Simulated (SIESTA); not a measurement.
TiSi:

```xyz
2
Lattice="1.8162 -2.1176 0.0000 1.8162 2.1176 0.0000 0.0000 0.0000 3.8039" Properties=species:S:1:pos:R:3 pbc="T T T"
Ti    1.8162    0.0000    0.0000
Si    0.0000    0.0000    1.9020
```

The cell comes from a database or a generator and needn't be the stable form of this composition.

Base run:

```yaml
Program: SIESTA 5.4.2
Functional: PBEsol
Potentials_or_basis: PseudoDojo 0.4 standard (PBEsol files)
Basis: DZP (energy shift 0.003 Ry; two zetas on semicore shells)
Grid_cutoff: 800 Ry
Energy_shift: 0.003 Ry
k_mesh: 8 × 8 × 5
Occupations: fermi-dirac, width 0.05 eV
Spin: no spin polarisation
```

Its results: band gap on the k mesh none (metal or under the smearing width); pressure -3.6 GPa.

**Question.** After a change of settings the same cell gave: band gap on the k mesh none (metal or under the smearing width); pressure 5.6 GPa. Which change was it?
A. hubbard terms from none to Ti d U = 2 eV
B. hubbard terms from none to Ti d U = 4 eV
C. k mesh from 8 × 8 × 5 to 10 × 10 × 7; window to (ev) from 15 eV to 40 eV

**Answer.** B.

Caveats: the basis of atomic orbitals isn't converged, which shifts pressures, moduli and gaps; U without spin polarisation on a metal has little footing (some runs); the U is typed as a test and isn't derived for this compound (some runs).

Not every run made on this cell is shown here.
